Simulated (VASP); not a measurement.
# ZnO (zincite) (P6_3mc) in VASP: notebook, part 2 of 2

VASP 6.6.1. Earlier steps stand in the parts before.

## Step 4: Born charges and dielectric tensor, LDA

Input file INCAR:

```
ALGO = Fast
EDIFF = 1E-8
ENCUT = 520
GGA = CA
IBRION = 8
ISIF = 2
ISMEAR = -1
LASPH = T
LCHARG = F
LEPSILON = T
LREAL = F
LWAVE = F
NELM = 100
PREC = Accurate
SIGMA = 0.05
```

Input file KPOINTS:

```
k-points
0
Gamma
  9 9 5
```

Input file POSCAR:

```
ZnO
1.0
    3.2493080000      0.0000000000      0.0000000000
   -1.6246540000      2.8139832727      0.0000000000
    0.0000000000      0.0000000000      5.2057090000
Zn O
2 2
Direct
    0.6666666667      0.3333333333      0.0000000000
    0.3333333333      0.6666666667      0.5000000000
    0.3333333333      0.6666666667      0.8790100000
    0.6666666667      0.3333333333      0.3790100000
```

Potentials or basis: VASP PAW LDA potentials, release 64 (Zn, O).

The run is started by

```sh
> cat potpaw_LDA.64/Zn/POTCAR potpaw_LDA.64/O/POTCAR > POTCAR
> mpirun -np 1 vasp_std > vasp.out
```

OUTCAR:

```text
EDIFF = 1E-8
   ENCUT = 520
   GGA = CA
   IBRION = 8
   ISIF = 2
   ISMEAR = -1
   LASPH = T
   LEPSILON = T
   LREAL = F
   NELM = 100
   PREC = Accurate

 ion  position               nearest neighbor table
   1  0.667  0.333  0.000-   4 1.97   3 1.98   3 1.98   3 1.98
   2  0.333  0.667  0.500-   3 1.97   4 1.98   4 1.98   4 1.98
   3  0.333  0.667  0.879-   2 1.97   1 1.98   1 1.98   1 1.98
   4  0.667  0.333  0.379-   1 1.97   2 1.98   2 1.98   2 1.98

  LATTYP: Found a hexagonal cell.
 ALAT       =     3.2493080000
 C/A-ratio  =     1.6020977390

  Lattice vectors:

 A1 = (   3.2493080000,   0.0000000000,   0.0000000000)
 A2 = (  -1.6246540000,   2.8139832727,   0.0000000000)
 A3 = (   0.0000000000,   0.0000000000,   5.2057090000)

Analysis of symmetry for initial positions (statically):
=====================================================================
 Subroutine PRICEL returns:
 Original cell was already a primitive cell.

 Routine SETGRP: Setting up the symmetry group for a
 hexagonal supercell.

 Subroutine GETGRP returns: Found 12 space group operations
 (whereof  6 operations were pure point group operations)
 out of a pool of 24 trial point group operations.

The static configuration has the point symmetry C_3v.
 The point group associated with its full space group is C_6v.

Analysis of symmetry for dynamics (positions and initial velocities):
=====================================================================
 Subroutine PRICEL returns:
 Original cell was already a primitive cell.

 Routine SETGRP: Setting up the symmetry group for a
 hexagonal supercell.

 Subroutine GETGRP returns: Found 12 space group operations
 (whereof  6 operations were pure point group operations)
 out of a pool of 24 trial point group operations.

The dynamic configuration has the point symmetry C_3v.
 The point group associated with its full space group is C_6v.

 Subroutine INISYM returns: Found 12 space group operations
 (whereof  6 operations are pure point group operations),
 and found     1 'primitive' translations

----------------------------------------------------------------------------------------

                                     Primitive cell

  volume of cell :      47.5984

[... 836 lines left out ...]
     0.00000  0.00000 -8.53629

 MACROSCOPIC STATIC DIELECTRIC TENSOR (including local field effects in DFT)
 ------------------------------------------------------
           6.225683     0.000000    -0.000000
           0.000000     6.225683     0.000000
          -0.000000    -0.000000     6.037923
 ------------------------------------------------------

 PIEZOELECTRIC TENSOR (including local field effects)  for field in x, y, z        (e  Angst)
          XX          YY          ZZ          XY          YZ          ZX
  --------------------------------------------------------------------------------
  x     0.00000     0.00000     0.00000     0.00000     0.00000     1.20220
  y    -0.00000    -0.00000     0.00000    -0.00000     1.20220     0.00000
  z     1.12555     1.12555    -2.29455     0.00000     0.00000     0.00000

 PIEZOELECTRIC TENSOR (including local field effects)  for field in x, y, z        (C/m^2)
          XX          YY          ZZ          XY          YZ          ZX
  --------------------------------------------------------------------------------
  x     0.00000     0.00000     0.00000     0.00000     0.00000     0.40467
  y    -0.00000    -0.00000     0.00000    -0.00000     0.40467     0.00000
  z     0.37886     0.37886    -0.77235     0.00000     0.00000     0.00000

 BORN EFFECTIVE CHARGES (including local field effects) (in |e|, cummulative output)
 ---------------------------------------------------------------------------------
 ion    1
    1     2.12847     0.00000     0.00000
    2     0.00000     2.12847     0.00000
    3     0.00000     0.00000     2.17316
 ion    2
    1     2.12847     0.00000     0.00000
    2     0.00000     2.12847    -0.00000
    3     0.00000    -0.00000     2.17316
 ion    3
    1    -2.12847     0.00000     0.00000
    2     0.00000    -2.12847     0.00000
    3     0.00000    -0.00000    -2.17316
 ion    4
    1    -2.12847     0.00000     0.00000
    2     0.00000    -2.12847     0.00000
    3     0.00000     0.00000    -2.17316

 INTERNAL STRAIN TENSOR FOR ION    4 for displacements in x,y,z  (eV/Angst):
          X           Y           Z          XY          YZ          ZX
  --------------------------------------------------------------------------------
  x     0.00000    -0.00000     0.00000     6.98849     0.00000     3.75077
  y     6.98849    -6.98849     0.00000     0.00000     3.97450     0.00000
  z     3.75878     3.75878    -8.53629     0.00000     0.00000     0.00000

 SECOND DERIVATIVES (NOT SYMMETRIZED)
 ------------------------------------
               1X          1Y          1Z          2X          2Y          2Z          3X          3Y          3Z          4X          4Y          4Z
  1X    -7.044132   -0.000000   -0.000000    0.329391    0.000000    0.000000    6.553923   -0.000000    0.000000    0.160818    0.000000   -0.000000
  1Y     0.000000   -7.044132    0.000000   -0.000000    0.329391    0.000000   -0.000000    6.553923    0.000000   -0.000000    0.160818    0.000000
  1Z     0.000000    0.000000  -11.153132    0.000000   -0.000000    4.757972    0.000000    0.000000    1.686323    0.000000    0.000000    4.708837
  2X     0.329391   -0.000000    0.000000   -7.044132    0.000000    0.000000    0.160818    0.000000    0.000000    6.553923    0.000000   -0.000000
  2Y     0.000000    0.329391    0.000000    0.000000   -7.044132   -0.000000    0.000000    0.160818   -0.000000   -0.000000    6.553923   -0.000000
  2Z     0.000000    0.000000    4.757972    0.000000    0.000000  -11.153132    0.000000    0.000000    4.708837    0.000000   -0.000000    1.686323
  3X     6.549014   -0.000000    0.000000    0.148895   -0.000000    0.000000   -7.637633    0.000000    0.000000    0.939724    0.000000    0.000000
  3Y     0.000000    6.549014    0.000000   -0.000000    0.148895    0.000000    0.000000   -7.637633    0.000000    0.000000    0.939724    0.000000
  3Z    -0.000000    0.000000    1.735591    0.000000   -0.000000    4.783959    0.000000    0.000000  -11.465226    0.000000    0.000000    4.945676
  4X     0.148895   -0.000000   -0.000000    6.549014    0.000000    0.000000    0.939724    0.000000    0.000000   -7.637633    0.000000   -0.000000
  4Y    -0.000000    0.148895    0.000000    0.000000    6.549014    0.000000    0.000000    0.939724    0.000000    0.000000   -7.637633    0.000000
  4Z    -0.000000    0.000000    4.783959    0.000000   -0.000000    1.735591   -0.000000    0.000000    4.945676    0.000000    0.000000  -11.465226

 Eigenvectors and eigenvalues of the dynamical matrix
 ----------------------------------------------------

   1 f  =   15.918207 THz   100.017045 2PiTHz  530.974234 cm-1    65.832385 meV
             X         Y         Z           dx          dy          dz
      1.624654  0.937994  0.000000    -0.000000    0.000000   -0.083052
     -0.000000  1.875989  2.602854     0.000000   -0.000000    0.083052
     -0.000000  1.875989  4.575870     0.000000   -0.000000   -0.702212
      1.624654  0.937994  1.973016    -0.000000    0.000000    0.702212
[... 71 lines left out ...]
  12 f/i=    0.042289 THz     0.265708 2PiTHz    1.410600 cm-1     0.174892 meV
             X         Y         Z           dx          dy          dz
      1.624654  0.937994  0.000000    -0.000000   -0.000000   -0.634993
     -0.000000  1.875989  2.602854    -0.000000   -0.000000   -0.634993
     -0.000000  1.875989  4.575870    -0.000000   -0.000000   -0.311102
      1.624654  0.937994  1.973016    -0.000000   -0.000000   -0.311102

--------------------------------------------------------------------------------------------------------

 MACROSCOPIC STATIC DIELECTRIC TENSOR IONIC CONTRIBUTION
 ------------------------------------------------------
           5.136360     0.000000     0.000000
           0.000000     5.136360    -0.000000
           0.000000    -0.000000     5.560498
 ------------------------------------------------------

 ELASTIC MODULI CONTR FROM IONIC RELAXATION (kBar)
 Direction    XX          YY          ZZ          XY          YZ          ZX
 --------------------------------------------------------------------------------
 XX        -539.1159    244.3216    334.3591      0.0000      0.0000      0.0000
 YY         244.3216   -539.1159    334.3591     -0.0000     -0.0000     -0.0000
 ZZ         334.3591    334.3591   -758.4680      0.0000     -0.0000      0.0000
 XY           0.0000     -0.0000      0.0000   -391.7188      0.0000      0.0000
 YZ           0.0000      0.0000     -0.0000      0.0000   -146.1089     -0.0000
 ZX           0.0000     -0.0000      0.0000      0.0000     -0.0000   -143.7852
 --------------------------------------------------------------------------------

 PIEZOELECTRIC TENSOR IONIC CONTR  for field in x, y, z        (C/m^2)
          XX          YY          ZZ          XY          YZ          ZX
  --------------------------------------------------------------------------------
  x     0.00000    -0.00000     0.00000     0.00000    -0.00000    -0.80864
  y     0.00000     0.00000    -0.00000    -0.00000    -0.81515    -0.00000
  z    -0.85187    -0.85187     1.93240    -0.00000     0.00000    -0.00000
```

OSZICAR:

```text
N       E                     dE             d eps       ncg     rms          rms(c)
DAV:   1     0.276881692293E+03    0.27688E+03   -0.18795E+04  1608   0.239E+03
DAV:   2     0.451532091474E+01   -0.27237E+03   -0.26218E+03  1716   0.434E+02
DAV:   3    -0.236463370116E+02   -0.28162E+02   -0.27978E+02  1812   0.150E+02
DAV:   4    -0.241725043388E+02   -0.52617E+00   -0.52537E+00  1812   0.219E+01
[... 13 lines left out ...]
RMM:  14    -0.370479436130E+00   -0.12211E-07    0.21421E-07  3918   0.343E-05    0.793E-07
RMM:  15    -0.370479444597E+00   -0.84670E-08    0.18297E-07  3836   0.324E-05    0.315E-07
RMM:  16    -0.370479443170E+00    0.14271E-08    0.21897E-07  3579   0.315E-05    0.101E-07
RMM:  17    -0.370479444311E+00   -0.11415E-08    0.19145E-07  3577   0.312E-05    0.339E-08
 Linear response finished
```

It took 9.1 min on 1 thread of AMD EPYC 9R45 (Zen 5), shared host; peak memory 0.5 GiB.

What came out:

* Band gap on the k mesh: 0.74 eV, direct
* Electronic dielectric tensor (diagonal): 6.23, 6.23, 6.04
* Born charges (mean of the diagonal): Zn +2.14; O -2.14 e
* Highest phonon frequency at Γ, LO-TO splitting left out: 531 cm⁻¹

Levels at points of the mesh, in eV from the valence-band top:
| k point | band 15 | band 16 | band 17 | band 18 | band 19 | band 20 | band 21 | band 22 |
| --- | --- | --- | --- | --- | --- | --- | --- | --- |
| (0.00, 0.00, 0.00) | -0.82 | -0.07 | 0.00 | 0.00 | 0.74 | 5.09 | 8.13 | 12.64 |

Phonon frequencies in cm⁻¹ (negative: imaginary):
```tsv
q point	frequencies
(0.000, 0.000, 0.000)	-1 0 0 97 97 251 371 377 377 409 409 531
```

Electronic dielectric tensor:
```
6.23 0.00 0.00
0.00 6.23 0.00
0.00 0.00 6.04
```

Born effective charge tensors (e):
atom 1, Zn
```
2.13 0.00 0.00
0.00 2.13 0.00
0.00 0.00 2.17
```
atom 2, Zn
```
2.13 0.00 0.00
0.00 2.13 0.00
0.00 0.00 2.17
```
atom 3, O
```
-2.13  0.00  0.00
 0.00 -2.13  0.00
 0.00  0.00 -2.17
```
atom 4, O
```
-2.13  0.00  0.00
 0.00 -2.13  0.00
 0.00  0.00 -2.17
```

## Step 5: Comparison with measurements

Step 4. Against the measured gap of ZnO, 3.37 eV (quoted in “Electronic structure of alkaline earth and post-transition metal oxides”, 2009, arxiv:0908.1581), the calculated 0.74 eV is off by -2.63 eV. So large a miss can be the level of theory's own, or it may mean another phase, state or a wrong row. The value is that of LDA, without temperature or zero-point motion. Semilocal functionals fall short of measured gaps as a rule.
